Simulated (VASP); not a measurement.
Crystal: BN.

```
B N
1.0
     0.00000    1.74583    1.74583
     1.74583    0.00000    1.74583
     1.74583    1.74583    0.00000
B N
1 1
Direct
  0.00000 0.00000 0.00000
  0.50000 0.50000 0.50000
```

The cell was built by a generator and needn't be a form met in nature.

Base run:

```yaml
Program: VASP 6.6.1
Functional: PBE
Potentials_or_basis: VASP PAW PBE potentials, release 64 (B, N)
Cutoff: 520 eV
k_mesh: 8 × 8 × 8
Occupations: gaussian, width 0.01 eV
Spin: no spin polarisation
```

Its results: band gap on the k mesh 1.33 eV, indirect (least direct gap 5.85 eV); pressure 3.8 GPa.

Question: The run is repeated on the same cell with these changes: functional from PBE to HSE06; k mesh from 8 × 8 × 8 to 6 × 6 × 6. What comes out?

Answer: Band gap on the k mesh 2.17 eV, indirect (least direct gap 7.23 eV); pressure -8.2 GPa.

Several settings changed at once, so the effect can't be laid on one alone.

Caveats: some runs use coarse meshes; the PAW data sets were made with another functional, which shifts forces and pressure a little (some runs).

A k mesh can miss the band edges.
